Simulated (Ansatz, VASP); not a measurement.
# One calculation of BeTe, two programs

```
Be Te
1.0
     0.00000    2.77406    2.77406
     2.77406    0.00000    2.77406
     2.77406    2.77406    0.00000
Be Te
1 1
Direct
  0.00000 0.00000 0.00000
  0.75000 0.75000 0.75000
```

Alike in both runs: functional PBEsol; k mesh 8 × 8 × 8; no spin polarisation.

Ansatz relaxed the structure, and its values are those at the end. VASP's run is a single point on that final structure, the one shown.

|  | VASP | Ansatz |
| --- | --- | --- |
| version | VASP 6.6.1 | Ansatz 0.2.0 |
| potentials or method | VASP PAW PBE potentials, release 64 (Be, Te) | PAW with Ansatz's default frozen-core files, scalar-relativistic |
| plane-wave cutoff (eV) | 520 | 420 |
| occupations | gaussian, width 0.01 eV | fixed |
| valence electrons in the cell | 8 | 18 |

|  | VASP | Ansatz | Ansatz less VASP |
| --- | --- | --- | --- |
| pressure (GPa) | 2.2 | 2.0 | -0.29 |

The two sets of potentials don't hold the same shells in valence.

Caveats: the PAW data sets were made with another functional, which shifts forces and pressure a little (VASP). A k mesh can miss the band edges.
